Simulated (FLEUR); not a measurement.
Runs of FLEUR MaX-R8.1 (patched build s14) on C. It takes space group P6_3/mmc (No. 194, hexagonal). The conventional cell has a = 2.522 Å, b = 2.522 Å, c = 12.356 Å, α = 90.00°, β = 90.00°, γ = 120.00°. C (site symmetry 3m) has 4 C at 1.54 Å as nearest neighbours. Around C (site symmetry 3m) lie 4 C at 1.54 Å. Around C (site symmetry 3m) lie 4 C at 1.54 Å. This is a hexagonal form of diamond, not graphite.

```csv
task,level,gmax,muffin-tin radii,max iterations,mixing factor,mixer,kmax,gap on the mesh (eV),V0 of scaled cells (Å³/atom),B0 (GPa)
equation of state,PBEsol,16.1 1/bohr,C 1.31 bohr,-,-,-,5.19 1/bohr,-,(b),454
band structure,PBEsol,15.6 1/bohr,C 1.35 bohr,60,0.05,Anderson,5.04 1/bohr,4.26,-,-
band structure,PBE,15.6 1/bohr,C 1.35 bohr,60,0.05,Anderson,5.04 1/bohr,4.39,-,-
equation of state,LDA (von Barth-Hedin),16.1 1/bohr,C 1.31 bohr,-,-,-,5.19 1/bohr,-,5.54,(a)
band structure,LDA (von Barth-Hedin),15.6 1/bohr,C 1.35 bohr,60,0.05,Anderson,5.04 1/bohr,4.37,-,-
```

Alike in all rows: potentials or basis all-electron, FLAPW; no spin polarisation; cell as given; k mesh 12 × 12 × 3; smearing fermi-dirac 0.05 eV.

Q: Fill in the values left out.

A: (a) 474; (b) 5.65.

Caveats: small basis for a fit (some runs); the cell was scaled at fixed shape and fractional positions, which overstates the stiffness of a crystal with free parameters, most of all of layers and chains (some runs).

